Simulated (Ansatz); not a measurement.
BaF2:
```cif
data_Ba4F8
_chemical_formula_sum 'Ba4 F8'
_space_group_name_H-M_alt 'Fm-3m'
_space_group_IT_number 225
_space_group_name_Hall '-F 4 2 3'
_cell_length_a 6.24628
_cell_length_b 6.24628
_cell_length_c 6.24628
_cell_angle_alpha 90.000
_cell_angle_beta 90.000
_cell_angle_gamma 90.000
loop_
_atom_site_label
_atom_site_type_symbol
_atom_site_symmetry_multiplicity
_atom_site_Wyckoff_symbol
_atom_site_fract_x
_atom_site_fract_y
_atom_site_fract_z
_atom_site_occupancy
Ba1 Ba 4 a 0.00000 0.00000 0.00000 1
F1 F 8 c 0.25000 0.25000 0.25000 1
```
(The calculation used a cell of 3 atoms; values per cell refer to that cell.)

Relaxed with PBE. Independent-particle spectrum: no excitons, no local fields, no scissors shift; 0.1 eV broadening; ε₁ of the summed bands alone.

Task: Tabulate the dielectric function from DFT-PBE in the program Ansatz with PAW potentials.

Result: 

```tsv
E (eV)	ε₁ xx	ε₂ xx
0.0	2.27	0.00
0.4	2.27	0.00
0.8	2.27	0.00
1.2	2.28	0.00
1.6	2.29	0.00
2.0	2.31	0.00
2.4	2.33	0.00
2.8	2.35	0.00
3.2	2.38	0.00
3.6	2.41	0.00
4.0	2.45	0.00
4.4	2.50	0.00
4.8	2.55	0.00
5.2	2.62	0.00
5.6	2.71	0.00
6.0	2.82	0.00
6.4	2.98	0.00
6.8	3.29	0.05
7.2	3.44	0.32
7.6	3.67	0.54
8.0	3.71	0.94
8.4	3.71	1.05
8.8	4.04	1.97
9.2	5.26	1.90
9.6	3.91	4.83
10.0	1.62	3.19
10.4	1.07	3.56
10.8	0.49	2.19
11.2	0.82	1.03
11.6	2.20	3.11
12.0	0.32	1.65
```

Task: From ε at 8.3 eV (xx: 3.70 + 1.03i), find n, k, the normal reflectivity and the absorption coefficient.

Result: n = 1.94, k = 0.265, R = 11 %, α = 2kE/ħc = 220000 cm⁻¹.

With all bands, ε∞ without local fields is 2.49. DFPT, with local fields, gives 2.34.

The PBE relaxation kept the symmetry of its start; phonons on a q-mesh show no instability. Spin–orbit coupling is left out wherever it is not named.

Potentials: the later of the program's two PAW sets.
